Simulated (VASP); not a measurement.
# Pb in VASP: a series of runs

Runs on Pb. Level: PBEsol. Tasks: single point, relaxation of the atoms.

All numbers are computed with VASP 6.6.1; they aren't measurements. Logs are shortened: lines on timing, memory, paths and dates and some standing lists are left out, and cuts for length are marked.

### 1 Starting point

The cell holds a slab with vacuum, 5 atoms: a = 3.489 Å, b = 3.489 Å, c = 26.395 Å, α = 90.00°, β = 90.00°, γ = 120.00°.

The slab is cut from a database's or a generator's crystal, which needn't be the stable form of the element.

### 2 Single point, PBEsol

The input, INCAR:

```
PREC = Accurate ; ENCUT = 520
EDIFF = 1E-6 ; ISMEAR = 1
SIGMA = 0.1 ; LREAL = F
LASPH = T ; NELM = 80
ALGO = Normal ; ISIF = 2
LWAVE = F ; LCHARG = F
LDIPOL = T ; IDIPOL = 3
DIPOL = 0.5 0.5 0.500 ; GGA = PS
NBANDS = 43 ; LVHAR = T
LVACPOTAV = T ; ICORELEVEL = 1
KPAR = 2
```

The input, KPOINTS:

```
regular mesh
0
Gamma
  12 12 1
```

The input, POSCAR:

```
Pb
1.0
    3.4891052700      0.0000000000      0.0000000000
   -1.7445526400      3.0216538000      0.0000000000
    0.0000000000      0.0000000000     26.3953701100
Pb
5
Direct
    0.6666666700      0.3333333300      0.2841407400
    0.3333333300      0.6666666700      0.3920703700
    0.0000000000      0.0000000000      0.5000000000
    0.6666666700      0.3333333300      0.6079296300
    0.3333333300      0.6666666700      0.7158592600
```

Potentials or basis: VASP PAW PBE potentials, release 64 (Pb_d).

Run with:

```
$ cat potpaw_PBE.64/Pb_d/POTCAR > POTCAR
$ mpirun -np 2 vasp_std > vasp.out
```

OUTCAR:

```text
PREC = Accurate
   ENCUT = 520
   EDIFF = 1E-6
   ISMEAR = 1
   LREAL = F
   LASPH = T
   NELM = 80
   ISIF = 2
   GGA = PS

 ion  position               nearest neighbor table
   1  0.667  0.333  0.284-   2 3.49   2 3.49   2 3.49
   2  0.333  0.667  0.392-   1 3.49   1 3.49   3 3.49   3 3.49   3 3.49   1 3.49
   3  0.000  0.000  0.500-   2 3.49   4 3.49   4 3.49   2 3.49   4 3.49   2 3.49
   4  0.667  0.333  0.608-   5 3.49   5 3.49   3 3.49   3 3.49   3 3.49   5 3.49
   5  0.333  0.667  0.716-   4 3.49   4 3.49   4 3.49

  LATTYP: Found a hexagonal cell.
 ALAT       =     3.4891052700
 C/A-ratio  =     7.5650827554

  Lattice vectors:

 A1 = (   3.4891052700,   0.0000000000,   0.0000000000)
 A2 = (  -1.7445526400,   3.0216538000,   0.0000000000)
 A3 = (   0.0000000000,   0.0000000000,  26.3953701100)

Analysis of symmetry for initial positions (statically):
=====================================================================
 Subroutine PRICEL returns:
 Original cell was already a primitive cell.

 Routine SETGRP: Setting up the symmetry group for a
 hexagonal supercell.

 Subroutine GETGRP returns: Found 12 space group operations
 (whereof 12 operations were pure point group operations)
 out of a pool of 24 trial point group operations.

The static configuration has the point symmetry D_3d.

Analysis of symmetry for dynamics (positions and initial velocities):
=====================================================================
 Subroutine PRICEL returns:
 Original cell was already a primitive cell.

 Routine SETGRP: Setting up the symmetry group for a
 hexagonal supercell.

 Subroutine GETGRP returns: Found 12 space group operations
 (whereof 12 operations were pure point group operations)
 out of a pool of 24 trial point group operations.

The dynamic configuration has the point symmetry D_3d.

 Subroutine INISYM returns: Found 12 space group operations
 (whereof 12 operations are pure point group operations),
 and found     1 'primitive' translations

----------------------------------------------------------------------------------------

                                     Primitive cell

  volume of cell :     278.2829

  direct lattice vectors                    reciprocal lattice vectors
     3.489105270  0.000000000  0.000000000     0.286606428  0.165472299  0.000000000
    -1.744552640  3.021653800  0.000000000     0.000000000  0.330944597  0.000000000
     0.000000000  0.000000000 26.395370110     0.000000000  0.000000000  0.037885432

[... 110 lines left out ...]
   AEXX    =    0.0000 exact exchange contribution
   IVDW    =     0    specifies the selected vdW correction
   LEPSILON=     F    determine dielectric tensor
   LRPA    =     F    only Hartree local field effects (RPA)
 non-spin polarized calculation
 Methfessel and Paxton  Order N= 1 SIGMA  =   0.10
  energy-cutoff  :      520.00
  volume of cell :      278.28
 maximum number of plane-waves:      7563
 NGX is ok and might be reduce to    28
   NGX = 13   NGY = 13   NGZ = 99

 number of electron      70.0000000 magnetization

 dipolmoment           0.000000      0.000000      0.000000 electrons x Angstroem

 Free energy of the ion-electron system (eV)
  ---------------------------------------------------
  ext. energy  EPLUGINS =         0.00000000
  ---------------------------------------------------
  free energy    TOTEN  =       -19.43198713 eV

  energy without entropy =      -19.42550708  energy(sigma->0) =      -19.42982712

 the core state eigenenergies are
   1-  1s -88085.5966  2s -15747.1040  2p -13501.8662  3s  -3775.3460  3p  -3131.8832
       3d  -2476.9376  4s   -849.8564  4p   -639.0618  4d   -395.4480  4f   -126.4784
       5s   -137.6265  5p    -79.3121
   2-  1s -88085.4896  2s -15747.0022  2p -13501.7640  3s  -3775.2480  3p  -3131.7853
       3d  -2476.8393  4s   -849.7640  4p   -638.9700  4d   -395.3568  4f   -126.3878
       5s   -137.5457  5p    -79.2340
   3-  1s -88085.5582  2s -15747.0704  2p -13501.8322  3s  -3775.3163  3p  -3131.8536
       3d  -2476.9076  4s   -849.8325  4p   -639.0386  4d   -395.4253  4f   -126.4564
       5s   -137.6147  5p    -79.3033
   4-  1s -88085.4896  2s -15747.0022  2p -13501.7640  3s  -3775.2480  3p  -3131.7853
       3d  -2476.8393  4s   -849.7640  4p   -638.9700  4d   -395.3568  4f   -126.3878
       5s   -137.5457  5p    -79.2340
   5-  1s -88085.5966  2s -15747.1040  2p -13501.8662  3s  -3775.3460  3p  -3131.8832
       3d  -2476.9376  4s   -849.8564  4p   -639.0618  4d   -395.4480  4f   -126.4784
       5s   -137.6265  5p    -79.3121

 E-fermi :   2.2293     XC(G=0):  -6.1789

 val. band max:        2.2259054886   @ k =   0.1667   0.1667   0.0000
 cond. band min:       2.2545332175   @ k =   0.2500   0.0833   0.0000
 fundamental gap:      0.0286277288
 Fermi energy:         2.2292546116

 k-point     1 :       0.0000    0.0000    0.0000
  band No.  band energies     occupation
      1     -14.9013      2.00000
      2     -14.8978      2.00000
      3     -14.8941      2.00000
      4     -14.8558      2.00000
      5     -14.8558      2.00000
      6     -14.8245      2.00000
[... 863 lines left out ...]
     42       4.3537      0.00000
     43       4.9285      0.00000

------------------------ aborting loop because EDIFF is reached ----------------------------------------

  FORCE on cell =-STRESS in cart. coord.  units (eV):
  Direction    XX          YY          ZZ          XY          YZ          ZX
  --------------------------------------------------------------------------------------
  -------------------------------------------------------------------------------------
  Total       -1.3289335     -1.3289335     -0.9997847      0.0000000      0.0000000      0.0000000
  in kB       -7.6511604     -7.6511604     -5.7561295      0.0000000      0.0000000      0.0000000
  external PRESSURE =      -7.0194834 kB  Pullay stress =       0.0000000 kB

 VOLUME and BASIS-vectors are now :
 -----------------------------------------------------------------------------
  energy-cutoff  :      520.00
  volume of cell :      278.28
      direct lattice vectors                 reciprocal lattice vectors
     3.489105270  0.000000000  0.000000000     0.286606428  0.165472299  0.000000000
    -1.744552640  3.021653800  0.000000000     0.000000000  0.330944597  0.000000000
     0.000000000  0.000000000 26.395370110     0.000000000  0.000000000  0.037885432

 POSITION                                       TOTAL-FORCE (eV/Angst)
 -----------------------------------------------------------------------------------
      1.74455      1.00722      7.50000        -0.000000      0.000000      0.185237
     -0.00000      2.01444     10.34884         0.000000     -0.000000     -0.208321
      0.00000      0.00000     13.19769         0.000000      0.000000     -0.000000
      1.74455      1.00722     16.04653        -0.000000      0.000000      0.208321
     -0.00000      2.01444     18.89537         0.000000      0.000000     -0.185237
 -----------------------------------------------------------------------------------
    total drift:                               -0.000000      0.000000      0.000000

  FREE ENERGIE OF THE ION-ELECTRON SYSTEM (eV)
  ---------------------------------------------------
  free  energy   TOTEN  =       -19.4319871346 eV

  energy  without entropy=      -19.4255070770  energy(sigma->0) =      -19.42982712

 vacuum level on the upper side and lower side of the slab         5.973         5.973
```

stdout:

```text
POSCAR found type information on POSCAR Pb
 POSCAR found :  1 types and       5 ions
 scaLAPACK will be used
 -----------------------------------------------------------------------------
|                                                                             |
[... 23 lines left out ...]
|     field-free region was found. Please increase the size of  your cell     |
|     in the dimension of the dipole correction to obtain accurate            |
|     workfunction values.                                                    |
|                                                                             |
 -----------------------------------------------------------------------------
```

Wall time 1.8 min (2 MPI ranks of AMD EPYC 9R45 (Zen 5), shared host); peak memory 0.45 GiB.

What came out:

```yaml
Free_energy: -19.4320 eV
Largest_force: 0.208 eV/Å
Band_gap_on_the_k_mesh: none (metal or under the smearing width)
Work_function_of_the_upper_face: 3.74 eV
Work_function_of_the_lower_face: 3.74 eV
```

Forces in eV/Å, atoms in the order of the input:
```
Pb   0.000  0.000  0.185
Pb   0.000  0.000 -0.208
Pb   0.000  0.000  0.000
Pb   0.000  0.000  0.208
Pb   0.000  0.000 -0.185
```

Core levels (eV, on the scale of the bands):
```
atom                                                                                                                                      levels
1 Pb  1s -88085.6, 2s -15747.1, 2p -13501.9, 3s -3775.3, 3p -3131.9, 3d -2476.9, 4s -849.9, 4p -639.1, 4d -395.4, 4f -126.5, 5s -137.6, 5p -79.3
2 Pb  1s -88085.5, 2s -15747.0, 2p -13501.8, 3s -3775.2, 3p -3131.8, 3d -2476.8, 4s -849.8, 4p -639.0, 4d -395.4, 4f -126.4, 5s -137.5, 5p -79.2
3 Pb  1s -88085.6, 2s -15747.1, 2p -13501.8, 3s -3775.3, 3p -3131.9, 3d -2476.9, 4s -849.8, 4p -639.0, 4d -395.4, 4f -126.5, 5s -137.6, 5p -79.3
4 Pb  1s -88085.5, 2s -15747.0, 2p -13501.8, 3s -3775.2, 3p -3131.8, 3d -2476.8, 4s -849.8, 4p -639.0, 4d -395.4, 4f -126.4, 5s -137.5, 5p -79.2
5 Pb  1s -88085.6, 2s -15747.1, 2p -13501.9, 3s -3775.3, 3p -3131.9, 3d -2476.9, 4s -849.9, 4p -639.1, 4d -395.4, 4f -126.5, 5s -137.6, 5p -79.3
```

Caveat: the PAW data sets were made with another functional, which shifts forces and pressure a little. The run has no spin-orbit coupling, so splittings on Pb are missing.

### 3 Relaxation of the atoms, PBEsol

The input, INCAR:

```
ALGO = Normal ; DIPOL = 0.5 0.5 0.500
EDIFF = 1E-6 ; EDIFFG = -0.02
ENCUT = 520 ; GGA = PS
IBRION = 2 ; IDIPOL = 3
ISIF = 2 ; ISMEAR = 1
KPAR = 2 ; LASPH = True
LCHARG = False ; LDIPOL = True
LREAL = False ; LWAVE = False
NELM = 80 ; NSW = 80
PREC = Accurate ; SIGMA = 0.1
```

The input, KPOINTS:

```
k-points
0
Gamma
  12 12 1
```

POSCAR is that of step 2.

Potentials or basis: VASP PAW PBE potentials, release 64 (Pb_d).

Run with:

```
$ cat potpaw_PBE.64/Pb_d/POTCAR > POTCAR
$ mpirun -np 2 vasp_std > vasp.out
```

Wall time 12 min (2 MPI ranks of AMD EPYC 9R45 (Zen 5), shared host); peak memory 0.48 GiB.

Results (log left out):

```
Free energy               : -19.4754 eV
Energy gained by relaxing : 8.7 meV/atom
Ionic steps               : 14
Band gap on the k mesh    : none (metal or under the smearing width)
```

Forces in eV/Å, atoms in the order of the input:
```
Pb   0.000  0.000  0.002
Pb   0.000  0.000  0.000
Pb   0.000  0.000  0.000
Pb   0.000  0.000  0.000
Pb   0.000  0.000 -0.002
```

Step by step:
```tsv
step	energy change (eV)	largest force (eV/Å)	pressure (GPa)
1	0.0000	0.2083	-0.70
2	-0.0072	0.1804	-0.66
3	-0.0240	0.1312	-0.56
4	-0.0288	0.1275	-0.27
5	-0.0317	0.0517	-0.39
6	-0.0317	0.0475	-0.39
7	-0.0327	0.0458	-0.37
8	-0.0354	0.0437	-0.25
9	-0.0398	0.0418	-0.13
10	-0.0423	0.0501	0.22
11	-0.0427	0.0452	0.09
12	-0.0427	0.0442	0.13
13	-0.0427	0.0468	0.08
14	-0.0434	0.0020	0.11
```

Final structure:
```cif
data_structure
_symmetry_space_group_name_H-M 'P 1'
_symmetry_Int_Tables_number 1
_cell_length_a 3.4891
_cell_length_b 3.4891
_cell_length_c 26.3954
_cell_angle_alpha 90.000
_cell_angle_beta 90.000
_cell_angle_gamma 120.000
_cell_volume 278.28
loop_
_atom_site_label
_atom_site_type_symbol
_atom_site_fract_x
_atom_site_fract_y
_atom_site_fract_z
_atom_site_occupancy
Pb1 Pb 0.66667 0.33333 0.29166 1
Pb2 Pb 0.33333 0.66667 0.39228 1
Pb3 Pb 0.00000 0.00000 0.50000 1
Pb4 Pb 0.66667 0.33333 0.60772 1
Pb5 Pb 0.33333 0.66667 0.70834 1
```

Levels at points of the mesh, in eV from the Fermi level:
```csv
k point,band 31,band 32,band 33,band 34,band 35,band 36,band 37,band 38,band 39,band 40
"(0.00, 0.00, 0.00)",-3.78,-2.20,0.01,2.18,3.35,3.60,5.07,5.17,5.52,5.52
"(0.50, 0.00, 0.00)",-4.23,-3.55,-3.11,-2.56,-2.36,0.70,0.95,1.64,1.98,2.42
```

Caveat: the PAW data sets were made with another functional, which shifts forces and pressure a little. Spin-orbit coupling is left out, which matters for the levels of Pb.

### 4 Single point, PBEsol

The input, INCAR:

```
PREC = Accurate ; ENCUT = 520
EDIFF = 1E-6 ; ISMEAR = 1
SIGMA = 0.1 ; LREAL = F
LASPH = T ; NELM = 80
ALGO = Normal ; ISIF = 2
LWAVE = F ; LCHARG = F
LDIPOL = T ; IDIPOL = 3
DIPOL = 0.5 0.5 0.500 ; GGA = PS
NBANDS = 43 ; LVHAR = T
LVACPOTAV = T ; ICORELEVEL = 1
KPAR = 2
```

The input, KPOINTS:

```
regular mesh
0
Gamma
  12 12 1
```

The input, POSCAR:

```
Pb                                      
1.0
    3.4891052700      0.0000000000      0.0000000000
   -1.7445526400      3.0216538000      0.0000000000
    0.0000000000      0.0000000000     26.3953701100
  Pb            
     5
Direct
     0.6666666699999979    0.3333333300000021    0.2916570901028440
     0.3333333300000021    0.6666666699999979    0.3922760494827454
     0.0000000000000000    0.0000000000000000    0.5000000000000000
     0.6666666699999979    0.3333333300000021    0.6077239505172546
     0.3333333300000021    0.6666666699999979    0.7083429098971560
```

Run with:

```
$ cat potpaw_PBE.64/Pb_d/POTCAR > POTCAR
$ mpirun -np 2 vasp_std > vasp.out
```

Wall time 1.8 min (2 MPI ranks of AMD EPYC 9R45 (Zen 5), shared host); peak memory 0.44 GiB.

It converged, with:

```
Free energy                     : -19.4754 eV
Band gap on the k mesh          : none (metal or under the smearing width)
Work function of the upper face : 3.56 eV
Work function of the lower face : 3.56 eV
```

Levels at points of the mesh, in eV from the Fermi level:
```csv
k point,band 31,band 32,band 33,band 34,band 35,band 36,band 37,band 38,band 39,band 40
"(0.00, 0.00, 0.00)",-3.78,-2.20,0.01,2.18,3.35,3.58,5.04,5.17,5.52,5.52
"(0.50, 0.00, 0.00)",-4.23,-3.55,-3.11,-2.56,-2.36,0.70,0.95,1.64,1.98,2.42
```

Core levels (eV, on the scale of the bands):
```tsv
atom	levels
1 Pb	1s -88085.5, 2s -15747.0, 2p -13501.8, 3s -3775.2, 3p -3131.8, 3d -2476.8, 4s -849.8, 4p -639.0, 4d -395.4, 4f -126.4, 5s -137.5, 5p -79.2
2 Pb	1s -88085.4, 2s -15746.9, 2p -13501.7, 3s -3775.2, 3p -3131.7, 3d -2476.7, 4s -849.7, 4p -638.9, 4d -395.3, 4f -126.3, 5s -137.5, 5p -79.1
3 Pb	1s -88085.5, 2s -15747.0, 2p -13501.8, 3s -3775.3, 3p -3131.8, 3d -2476.9, 4s -849.8, 4p -639.0, 4d -395.4, 4f -126.4, 5s -137.6, 5p -79.3
4 Pb	1s -88085.4, 2s -15746.9, 2p -13501.7, 3s -3775.2, 3p -3131.7, 3d -2476.7, 4s -849.7, 4p -638.9, 4d -395.3, 4f -126.3, 5s -137.5, 5p -79.1
5 Pb	1s -88085.5, 2s -15747.0, 2p -13501.8, 3s -3775.2, 3p -3131.8, 3d -2476.8, 4s -849.8, 4p -639.0, 4d -395.4, 4f -126.4, 5s -137.5, 5p -79.2
```

Caveat: the PAW data sets were made with another functional, which shifts forces and pressure a little.
